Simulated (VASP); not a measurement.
# Al: convergence, relaxation of the cell

Al, Fm-3m (no. 225), 1 atom in the cell. VdW-DF-cx; PAW potentials Al (PBE set). VASP 6.6.1. The cell is changed on purpose: volume scaled by 1.1.

Wanted: cell volume within 0.2 %; lattice lengths within 0.1 %; shortest distances from each atom, periodic images included within 0.005 Å.

What the run is for: cell; Accuracy asked: standard.

The series start from Plane-wave cutoff (eV): 360; Smearing width (eV): 0.1; k-point mesh: 12 × 12 × 12; Relaxation passes: 2; Ionic threshold (EDIFFG): -0.005; Electronic threshold (eV): 1e-6; Precision mode (PREC): Accurate; Relaxation algorithm: IBRION=2 POTIM=0.5. Each series keeps the choices made before it, and each single choice may use up half of a tolerance. Times cover all steps of a run.

## Plane-wave cutoff (eV)

| Plane-wave cutoff (eV) | Cell volume (Å³) | Lattice lengths, largest deviation against the largest value | Shortest distances from each atom, periodic images included, largest deviation (Å) | Time (s) |
|---|---|---|---|---|
| 240 | 16.42 | 0.024 % | 0.0007 | 12 |
| 280 | 16.4 | 0.025 % | 0.0007 | 12 |
| 310 | 16.4 | 0.021 % | 0.0006 | 16 |
| 360 | 16.4 | 0.013 % | 0.0004 | 20 |
| 420 | 16.41 | 0.0035 % | 0.0001 | 26 |
| 500 | 16.41 | 0.001 % | 0.0000 | 43 |
| 620 (reference) | 16.41 | 0 % | 0.0000 | 45 |

Chosen: 240, the loosest value from which every tighter one stays within half of the tolerance.

## Smearing width (eV)

| Smearing width (eV) | Cell volume (Å³) | Lattice lengths, largest deviation against the largest value | Shortest distances from each atom, periodic images included, largest deviation (Å) | Time (s) |
|---|---|---|---|---|
| 0.4 | 16.38 | 0.078 % | 0.0022 | 11 |
| 0.3 | 16.39 | 0.048 % | 0.0014 | 12 |
| 0.2 | 16.41 | 0.019 % | 0.0006 | 11 |
| 0.15 | 16.41 | 0.0035 % | 0.0001 | 12 |
| 0.1 | 16.42 | 0.0084 % | 0.0002 | 12 |
| 0.05 (reference) | 16.42 | 0 % | 0.0000 | 12 |

Chosen: 0.2.

## k-point mesh

| k-point mesh | Cell volume (Å³) | Lattice lengths, largest deviation against the largest value | Shortest distances from each atom, periodic images included, largest deviation (Å) | Time (s) |
|---|---|---|---|---|
| 5 × 5 × 5 | 16.8 | 0.91 % | 0.0259 | 12 |
| 6 × 6 × 6 | 16.46 | 0.23 % | 0.0066 | 9.4 |
| 8 × 8 × 8 | 16.4 | 0.11 % | 0.0031 | 11 |
| 10 × 10 × 10 | 16.31 | 0.07 % | 0.0020 | 9.8 |
| 12 × 12 × 12 | 16.41 | 0.12 % | 0.0035 | 11 |
| 15 × 15 × 15 (reference) | 16.35 | 0 % | 0.0000 | 12 |

Chosen: 15 × 15 × 15; the next looser run is off by more than half of the tolerance, so convergence isn't shown beyond this value.

## Relaxation passes

| Relaxation passes | Cell volume (Å³) | Lattice lengths, largest deviation against the largest value | Shortest distances from each atom, periodic images included, largest deviation (Å) | Time (s) |
|---|---|---|---|---|
| 1 | 16.33 | 0.025 % | 0.0007 | 8.8 |
| 2 | 16.35 | 0 % | 0.0000 | 12 |
| 3 (reference) | 16.35 | 0 % | 0.0000 | 14 |

Chosen: 1.

## Ionic threshold (EDIFFG)

| Ionic threshold (EDIFFG) | Cell volume (Å³) | Lattice lengths, largest deviation against the largest value | Shortest distances from each atom, periodic images included, largest deviation (Å) | Time (s) |
|---|---|---|---|---|
| -0.05 | 16.31 | 0.059 % | 0.0017 | 7.0 |
| -0.02 | 16.31 | 0.059 % | 0.0017 | 7.0 |
| -0.01 | 16.33 | 0 % | 0.0000 | 8.6 |
| -0.005 | 16.33 | 0 % | 0.0000 | 8.8 |
| -0.002 (reference) | 16.33 | 0 % | 0.0000 | 8.6 |

Chosen: -0.01.

## Electronic threshold (eV)

| Electronic threshold (eV) | Cell volume (Å³) | Lattice lengths, largest deviation against the largest value | Shortest distances from each atom, periodic images included, largest deviation (Å) | Time (s) |
|---|---|---|---|---|
| 0.0001 | 16.33 | 0.00035 % | 0.0000 | 8.6 |
| 1e-5 | 16.33 | 0 % | 0.0000 | 8.8 |
| 1e-6 | 16.33 | 0.00035 % | 0.0000 | 8.6 |
| 1e-7 (reference) | 16.33 | 0 % | 0.0000 | 9.6 |

Chosen: 0.0001.

## Precision mode (PREC)

| Precision mode (PREC) | Cell volume (Å³) | Lattice lengths, largest deviation against the largest value | Shortest distances from each atom, periodic images included, largest deviation (Å) | Time (s) |
|---|---|---|---|---|
| Normal | 16.33 | 0.00035 % | 0.0000 | 4.7 |
| Accurate (reference) | 16.33 | 0 % | 0.0000 | 8.6 |

Chosen: Normal.

## Relaxation algorithm

| Relaxation algorithm | Cell volume (Å³) | Lattice lengths, largest deviation against the largest value | Shortest distances from each atom, periodic images included, largest deviation (Å) | Time (s) |
|---|---|---|---|---|
| IBRION=2 POTIM=0.5 | 16.33 | 0 % | 0.0000 | 4.7 |
| IBRION=2 POTIM=0.2 | 16.32 | 0.019 % | 0.0005 | 6.9 |
| IBRION=1 POTIM=0.5 | 16.34 | 0.011 % | 0.0003 | 5.1 |
| IBRION=1 POTIM=0.2 | 16.35 | 0.034 % | 0.0010 | 5.7 |

Chosen: IBRION=2 POTIM=0.5; no other choice that stays within half of the tolerance saves 30 % of the time.

## All choices together

| Input | Cell volume (Å³) | Lattice lengths, largest deviation against the largest value | Shortest distances from each atom, periodic images included, largest deviation (Å) | Time (s) |
|---|---|---|---|---|
| the program's defaults (naive) | 16.46 | 0.26 % | 0.0074 | 5.0 |
| chosen settings | 16.33 | 0.0049 % | 0.0001 | 4.7 |
| reference settings throughout | 16.33 | 0 % | 0.0000 | 67 |

The chosen settings stay within the tolerance of the reference run, but the reference itself isn't shown to be converged in: k-point mesh.

Values of the reference run: Lattice lengths: 2.848, 2.848, 2.848 Å; Shortest distances from each atom, periodic images included: 2.848, 2.848, 2.848, 2.848 Å.

## The input

INCAR.step1:
```
SYSTEM = Al
GGA      = CX             ! functional
LUSE_VDW = .TRUE.       
AGGAC    = 0.0          
ISMEAR   = 1              ! smearing method
SIGMA    = 0.2            ! smearing width, eV
LWAVE    = .FALSE.        ! write WAVECAR
LCHARG   = .FALSE.        ! write CHGCAR
NSW      = 80             ! ionic steps
PREC     = Normal         ! precision mode
LASPH    = .TRUE.         ! aspherical terms in the spheres
LREAL    = .FALSE.        ! projectors in reciprocal space
ALGO     = Normal         ! electronic algorithm
EDIFF    = 1E-4           ! SCF threshold, eV
NELM     = 120            ! most SCF steps
GGA_COMPAT= .FALSE.      
IBRION   = 2              ! ionic algorithm
ISIF     = 3              ! what is computed and relaxed
EDIFFG   = -0.01          ! ionic threshold
NELMIN   = 4            
ENCUT    = 240            ! plane-wave cutoff, eV
POTIM    = 0.5            ! step
```

INCAR.step2, as INCAR.step1 but for:
```
- NSW = 80
- IBRION = 2
- ISIF = 3
- EDIFFG = -0.01
- NELMIN = 4
- POTIM = 0.5
+ ISIF = 2
```

KPOINTS:
```
Automatic mesh
0
Gamma
  15 15 15
  0 0 0
```

POSCAR.step1:
```
Al
1.0
    0.0000000000      2.0901659392      2.0901659392
    2.0901659392      0.0000000000      2.0901659392
    2.0901659392      2.0901659392      0.0000000000
Al
1
Direct
    0.0000000000      0.0000000000      0.0000000000
```

Commands (each step's output is kept before the next begins):
```
cat potpaw_PBE.64/Al/POTCAR > POTCAR
cp INCAR.step1 INCAR
cp POSCAR.step1 POSCAR
mpirun -np 1 vasp_std > vasp.out
cp CONTCAR POSCAR
cp INCAR.step2 INCAR
mpirun -np 1 vasp_std > vasp.out
```

The chosen input took VASP 6.6.1 4.7 s on 1 core (Intel Xeon 6975P-C (Granite Rapids)), a shared host.

## An input that fails: too few ionic steps

It gives no converged result.

Changes against the starting input:
```
- NSW = 80
- NELM = 120
+ NSW = 2
+ NELM = 95
```
